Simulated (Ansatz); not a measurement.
Runs of Ansatz 0.2.0 on SiO2. It takes space group I4/mmm (No. 139, tetragonal). The conventional cell has a = 8.944 Å, b = 8.944 Å, c = 5.224 Å, α = 90.00°, β = 90.00°, γ = 90.00°. Around Si (site symmetry m2m) lie 4 O at 1.60 to 1.61 Å. Around O (site symmetry m2m) lie 2 Si at 1.61 Å. O (site symmetry 2/m) is surrounded by 2 Si at 1.60 Å. The cell comes from a database or a generator and needn't be the stable form of this composition.

```tsv
task	level	cell	k mesh	cutoff (eV)	points for each segment of the path	mesh quality	gap on the mesh (eV)	pressure (GPa)	largest force (eV/Å)
band structure	r2SCAN	as given	6 × 6 × 6	500	10	not flagged	(b)	0.1	(c)
single point	PBE	as given	3 × 3 × 3	420	-	coarse	5.46	3.7	0.22
single point	PBE	as given	6 × 6 × 6	250	-	not flagged	(a)	5.5	0.36
band structure	LDA	as given	6 × 6 × 6	420	10	not flagged	5.33	-1.3	(d)
relaxation of cell and atoms	PBEsol+D3(BJ)	relaxed	6 × 6 × 6	420	-	not flagged	5.49	0.0	0.01
```

Alike in all rows: potentials or basis Ansatz PAW; no spin polarisation; smearing fermi-dirac 0.05 eV.

Problem. Fill in the values left out.

Solution. (a) 5.31; (b) 6.08; (c) 0.03; (d) 0.05.

Caveats: some runs use coarse meshes; the PAW data sets come from PBE, with cores solved anew for the run's functional, which leaves a small shift of forces and pressure (some runs); odd divisions of the mesh miss points on the zone boundary, where band edges often lie, so the gap on the mesh can be too wide (some runs); the pressure holds a Pulay correction of +53.0 GPa for the finite cutoff (some runs); the cutoff lies under the one recommended for these potentials (some runs); the plane-wave basis is chosen anew once the cell has moved, so the energies of steps on either side of that aren't comparable (some runs).

A k mesh can miss the band edges.
